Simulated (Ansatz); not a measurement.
SrO, CsCl type, relaxed with r2SCAN in the PAW code Ansatz. It is cubic, Pm-3m (No. 221); a = 3.103 Å in the conventional setting, 14.94 Å³ an atom. Around Sr lie 8 O at 2.69 Å; around O lie 8 Sr at 2.69 Å.

The axes x, y and z are those of this cell:
```yaml
crystal:
  lattice:
    - [3.10287, 0.00000, 0.00000]
    - [0.00000, 3.10287, 0.00000]
    - [0.00000, 0.00000, 3.10287]
  atoms:
    - { symbol: Sr, position: [0.00000, 0.00000, 0.00000] }
    - { symbol: O, position: [0.50000, 0.50000, 0.50000] }
```

Unstrained: PBE gives an indirect gap of 2.804 eV, from M to Γ; the least direct gap is 2.857 eV at Γ. r2SCAN gives an indirect gap of 3.306 eV, from M to Γ; the least direct gap is 3.354 eV at Γ. With HSE06 the valence top lies at M and the conduction bottom at Γ, 4.326 eV higher; the smallest vertical gap, at Γ, is 4.387 eV. Meshes: PBE 8×8×8, r2SCAN 8×8×8, HSE06 6×6×6. Strains are changes of length per length, and xy shears are angles. After each strain the atoms were relaxed again with r2SCAN within the symmetry that the strain leaves, so tilts or polar shifts that break it weren't tested; points keep the names that they have in the unstrained zone. Simulation only: spin-unpolarised, and no claim that this is the phase found in nature.

Q: Estimate what isotropic -2.13 % on every length does to the gap.

A: PBE: the gap goes from 2.804 to 2.795 eV (-0.009 eV). r2SCAN: the gap goes from 3.306 to 3.310 eV (+0.004 eV); it turns from indirect (M → Γ) to direct (Γ). HSE06: the gap goes from 4.326 to 4.343 eV (+0.017 eV). The r2SCAN energy rises by 20.8 meV an atom.

Q: Apply xy shear, engineering strain (angle) -5.21 %. How far does the gap move, against the unstrained cell?

A: PBE: the gap goes from 2.804 to 2.813 eV (+0.009 eV). r2SCAN: the gap goes from 3.306 to 3.315 eV (+0.009 eV). HSE06: the gap goes from 4.326 to 4.335 eV (+0.009 eV). The r2SCAN energy rises by 0.4 meV an atom.

Q: Apply uniaxial +4.63 % along [111], other directions held. How far does the gap move, against the unstrained cell?

A: PBE: the gap goes from 2.804 to 2.826 eV (+0.022 eV). r2SCAN: the gap goes from 3.306 to 3.320 eV (+0.014 eV). HSE06: the gap goes from 4.326 to 4.330 eV (+0.004 eV). The r2SCAN energy rises by 8.2 meV an atom.

The meshes of the hybrids are coarse, so their gaps aren't converged to the digits shown.
